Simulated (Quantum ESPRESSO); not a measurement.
AlN, 2 atoms in the cell. It takes space group F-43m (No. 216, cubic). Conventional cell: a = 4.368 Å, b = 4.368 Å, c = 4.368 Å, α = 90.00°, β = 90.00°, γ = 90.00°. Al (site symmetry -43m) is surrounded by 4 N at 1.89 Å. N (site symmetry -43m) has 4 Al at 1.89 Å as nearest neighbours. Measurements of this composition are mostly on another form, of space group No. 186.

```yaml
Program: Quantum ESPRESSO 7.5
Task: phonons
Functional: BLYP
Potentials_or_basis: PseudoDojo 0.4.1 SR PBE standard
Cutoff: 1143 eV
Density_cutoff: 4572 eV
k_mesh: 6 × 6 × 6, shifted
Occupations: fermi-dirac, width 0.05 eV
Spin: no spin polarisation
Mixing_beta: 0.5
Most_SCF_iterations: 120
SCF_threshold: 4e-10 Ry
```

Potentials or basis: PseudoDojo 0.4.1 SR PBE standard.

Run with:

```sh
$ OMP_NUM_THREADS=1 pw.x -in pw.in > pw.out
$ OMP_NUM_THREADS=1 pw.x -in scf2.in > scf2.out
$ OMP_NUM_THREADS=1 ph.x -in ph.in > ph.out
$ OMP_NUM_THREADS=1 dynmat.x -in dynmat.in > dynmat.out
$ OMP_NUM_THREADS=1 dynmat.x -in dynmat_lo.in > dynmat_lo.out
```

Hardware: 1 thread of AMD EPYC 9R45 96-Core Processor (Zen 5), with other jobs on the host.

Problem. Estimate the wall time of this run.

Solution. It took 31 s on 1 thread of AMD EPYC 9R45 96-Core Processor (Zen 5), with other jobs on the host, peak memory 0.06 GiB. Counts: scf iterations 15, k pools 1, bands 9, k points 28, g dense 14553.
